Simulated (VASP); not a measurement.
A calculation with VASP 6.6.1 of Tl (ASE script, structure typed inline):

run.py

```python
from ase import Atoms
from ase.calculators.vasp import Vasp
from ase.dft.bandgap import bandgap

atoms = Atoms(
    ['Tl', 'Tl'],
    cell=[[3.456, 0.0, 0.0], [-1.728, 2.9929837955, 0.0], [0.0, 0.0, 5.525]],
    scaled_positions=[[0.6666666667, 0.3333333333, 0.75], [0.3333333333, 0.6666666667, 0.25]],
    pbc=True,
)
calc = Vasp(
    directory='calc',
    xc='pbesol',
    pp='PBE',
    setups='recommended',
    prec='Accurate',
    encut=520,
    ediff=1e-06,
    ismear=0,
    sigma=0.02,
    lreal=False,
    lasph=True,
    nelm=100,
    algo='Normal',
    isif=2,
    lwave=False,
    lcharg=False,
    kpts=[9, 9, 5],
    gamma=True,
    nbands=20,
)
atoms.calc = calc

print('energy (eV):', atoms.get_potential_energy())
print('free energy (eV):', atoms.get_potential_energy(force_consistent=True))
print('forces (eV/A):')
print(atoms.get_forces())
print('stress (eV/A^3, Voigt):', atoms.get_stress())
print('Fermi level (eV):', calc.get_fermi_level())
gap, top, bottom = bandgap(calc)
print('band gap (eV):', gap, 'from (spin, k, band)', top, 'to', bottom)
```

Potentials or basis: VASP PAW PBE potentials, release 64 (Tl_d).

Run with:

```bash
$ python run.py
```

Write the same calculation in another form: native input, structure from a POSCAR.

As run:

Contents of INCAR:

```
SYSTEM = Tl
  ALGO = Normal
  EDIFF = 1E-6
  ENCUT = 520
  GGA = PS
  ISIF = 2
  ISMEAR = 0
  LASPH = .TRUE.
  LCHARG = .TRUE.
  LELF = .TRUE.
  LREAL = .FALSE.
  LVHAR = .TRUE.
  LWAVE = .FALSE.
  NELM = 60
  PREC = Accurate
  SIGMA = 0.02
```

The input KPOINTS:

```
k-points
0
G
  9 9 5
  0 0 0
```

Contents of POSCAR:

```
Tl
1.0
    3.4560000000      0.0000000000      0.0000000000
   -1.7280000000      2.9929837955      0.0000000000
    0.0000000000      0.0000000000      5.5250000000
Tl
2
Cartesian
    1.7280000002      0.9976612651      4.1437500000
   -0.0000000002      1.9953225304      1.3812500000
```

Potentials or basis: VASP PAW PBE potentials, release 64 (Tl_d).

The run is started by

```bash
$ cat potpaw_PBE.64/Tl_d/POTCAR > POTCAR
$ mpirun -np 1 vasp_std > vasp.out
```

Both were run:

|  | ASE script, structure typed inline | native input, structure from a POSCAR |
| --- | --- | --- |
| Pressure | 0.2 GPa | 0.2 GPa |
| Band gap on the k mesh | none (metal or under the smearing width) | none (metal or under the smearing width) |

Keys that steer only the numerical path or the files written may differ.

Caveat: the PAW data sets were made with another functional, which shifts forces and pressure a little.
